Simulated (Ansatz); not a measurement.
**Energy landscape near a CdF2 structure**

Computed with DFT PBEsol, scalar-relativistic, plane waves, PAW (Ansatz).

Cutoff 420 eV; k points 8×8×8 on the computed 3-atom cell (Γ-centred); Gaussian smearing, width 0.02 eV; no spin polarisation.

Reference cell:

```
CELL_PARAMETERS angstrom
0.00000 2.69400 2.69400
2.69400 0.00000 2.69400
2.69400 2.69400 0.00000
ATOMIC_POSITIONS crystal
Cd 0.00000 0.00000 0.00000
F 0.25000 0.25000 0.25000
F 0.75000 0.75000 0.75000
```

Each variant moves atoms of this cell by the vectors given, if any (Å), and then applies a symmetric strain (tensor components, Cartesian axes). The reference cell isn't relaxed at this level. Energies are per atom at zero smearing, counted from the lowest variant. Pressure is positive in compression.

1. strain (xx yy zz yz xz xy, %) 2.30 2.30 -0.70 0.00 0.00 0.00; moves: Cd1 (0.000, 0.000, -0.085); F2 (0.000, 0.000, 0.042); F3 (0.000, 0.000, 0.042)
2. no strain; moves: F2 (-0.112, -0.294, 0.205)
3. strain (xx yy zz yz xz xy, %) 2.20 4.30 2.10 2.00 0.76 0.22; moves: Cd1 (0.001, 0.016, -0.007); F2 (0.030, 0.000, 0.015); F3 (-0.031, -0.016, -0.008)
4. strain (xx yy zz yz xz xy, %) -1.33 -1.33 -1.33 0.00 0.00 0.00
5. strain (xx yy zz yz xz xy, %) -3.07 -1.57 -3.07 0.00 0.00 0.00; moves: Cd1 (0.000, 0.085, 0.000); F2 (0.000, -0.042, 0.000); F3 (0.000, -0.042, 0.000)
6. no strain; moves: F2 (0.039, -0.012, -0.018)
7. strain (xx yy zz yz xz xy, %) -2.92 -2.92 -2.92 0.00 0.00 0.00
8. strain (xx yy zz yz xz xy, %) -1.21 -3.38 -2.35 -3.00 -0.20 -1.58; moves: Cd1 (0.013, -0.019, -0.120); F2 (-0.063, 0.094, 0.170); F3 (0.050, -0.075, -0.050)
9. strain (xx yy zz yz xz xy, %) 4.12 4.12 4.12 -4.00 4.00 4.00; moves: F2 (0.177, -0.177, -0.177); F3 (-0.177, 0.177, 0.177)

```csv
variant,ΔE (meV/atom),P (GPa),largest force (eV/Å),gap on mesh (eV),space group
1,17.8,-3.32,0.45,2.80,I4mm
2,84.8,3.33,1.44,2.77,P1
3,32.8,-7.16,0.17,2.64,P1
4,5.0,4.48,0.00,3.07,Fm-3m
5,46.2,11.05,0.95,3.17,I4mm
6,0.0,-0.18,0.19,2.94,P1
7,34.4,11.59,0.00,3.25,Fm-3m
8,144.4,14.63,2.69,2.98,P1
9,164.3,-9.82,0.90,2.08,R-3m
```